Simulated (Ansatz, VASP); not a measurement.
## Two plane-wave programs on Al

```
CELL_PARAMETERS angstrom
-1.59122 1.59122 1.59122
1.59122 -1.59122 1.59122
1.59122 1.59122 -1.59122
ATOMIC_POSITIONS crystal
Al 0.00000 0.00000 0.00000
```

This isn't the form of Al at room conditions, which is fcc.

Alike in both runs: task single point; functional PBE; k mesh 10 × 10 × 10; occupations gaussian, width 0.1 eV; no spin polarisation.

|  | VASP | Ansatz |
| --- | --- | --- |
| version | VASP 6.6.1 | Ansatz 0.2.0 |
| potentials or method | VASP PAW PBE potentials, release 64 (Al) | scalar-relativistic, plane waves, PAW |
| plane-wave cutoff (eV) | 520 | 420 |
| valence electrons in the cell | 3 | 3 |

```csv
,VASP,Ansatz,Ansatz less VASP
gap on the k mesh at the Fermi level (eV),none,none,-
pressure (GPa),4.3,4.3,+0.02
```

A gap of «none» marks a metal or a gap that the smearing closes. The functional is the same, so the differences come from potentials, cutoffs and numerics.
